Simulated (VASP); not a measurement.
Bi: equation of state with PBE

Crystal: Bi.

```
Bi
1.0
    -1.98143    1.98143    1.98143
     1.98143   -1.98143    1.98143
     1.98143    1.98143   -1.98143
Bi
1
Direct
  0.00000 0.00000 0.00000
```

This isn't the form of Bi at room conditions, which is rhombohedral.

| Item | Value |
| --- | --- |
| Program | VASP 6.6.1 |
| Task | equation of state |
| Functional | PBE |
| Potentials or basis | VASP PAW PBE potentials, release 64 (Bi_d) |
| Cutoff | 520 eV |
| k mesh | 9 × 9 × 9 |
| Occupations | fermi-dirac, width 0.05 eV |
| Spin | no spin polarisation |
| Further INCAR settings | ALGO = Normal; EDIFF = 1e-07; NBANDS = 14 |

The equilibrium volume is 31.62 Å³/atom and the bulk modulus is 53 GPa. The pressure derivative of the bulk modulus is 4.5.

Energy against volume, from the lowest point:
```tsv
volume (Å³/atom)	energy (meV/atom)
29.250	33.72
29.872	17.65
30.495	7.02
31.117	1.30
31.739	0.00
32.362	2.66
32.984	8.82
```

All runs of the series together: 89 s on 1 thread of Intel(R) Xeon(R) Platinum 8488C (Sapphire Rapids) (shared host).
